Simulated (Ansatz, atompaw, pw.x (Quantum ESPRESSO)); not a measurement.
**What a changed setting does to a pw.x run (bcc As)**

Potential: PAW, atompaw 4.2.0.5, PBE; core [Ar] 3d10, reference 4s2 4p3; waves: 4s (bound): rc 1.55 bohr; 4s channel at -0.75 Ry: rc 1.55 bohr; 4p (bound): rc 1.70 bohr; 4p channel at 0.15 Ry: rc 1.70 bohr; 4d channel at 0.05 Ry: rc 1.50 bohr; local part: bessel scheme, radius 1.54 bohr; core correction: smooth core density matched at 1.20 bohr; augmentation: sinc compensation charge, radius 1.45 bohr; PAW radius 1.70 bohr; waves and projectors: custom rrkj vanderbiltortho.

The reference run (k-mesh 14³, cutoffs 40/400 Ry, Fermi–Dirac 0.01 Ry, mixing_beta 0.4, conv_thr 1e-9, no spin) gives -0.68 GPa at 19.100 Å³/atom, where all-electron LAPW gives -0.22 GPa. This run, with its own iteration cap, changes occupations to fixed, a wrong or extreme entry chosen on purpose.

```
&control
  calculation='scf', prefix='x', pseudo_dir='./', outdir='./tmp', tstress=.true., disk_io='none'
/
&system
  ibrav=0, nat=1, ntyp=1, ecutwfc=40, ecutrho=400, nbnd=9,
  occupations='fixed'
/
&electrons
  conv_thr=1e-09, mixing_beta=0.4, electron_maxstep=70
/
ATOMIC_SPECIES
As 1.0 As.UPF
CELL_PARAMETERS angstrom
  -1.68393165 1.68393165 1.68393165
  1.68393165 -1.68393165 1.68393165
  1.68393165 1.68393165 -1.68393165
ATOMIC_POSITIONS crystal
As 0.0000 0.0000 0.0000
K_POINTS automatic
14 14 14 0 0 0
```

```bash
pw.x < As.scf.in > As.scf.out
```

Task: How does the run end?

Result: It stops with "electrons: charge is wrong: smearing is needed".

```
Message from routine setup:
     the system is metallic, specify occupations
     Message from routine setup:
     using ibrav=0 with symmetry is DISCOURAGED, use correct ibrav instead
     lattice parameter (alat)  =       5.5117  a.u.
     unit-cell volume          =     128.8932 (a.u.)^3
     number of electrons       =         5.00
     number of Kohn-Sham states=            9
     kinetic-energy cutoff     =      40.0000  Ry
     charge density cutoff     =     400.0000  Ry
     scf convergence threshold =      1.0E-09
     Exchange-correlation= SLA PW PBX PBC
     number of k points=   104
     negative rho (up, down):  1.184E-02 0.000E+00
     iteration #  1     ecut=    40.00 Ry     beta= 0.40
     negative rho (up, down):  1.082E-02 0.000E+00
     Error in routine electrons (1):
     charge is wrong: smearing is needed
```

The run took about 2.6 s on one core of a shared server CPU.
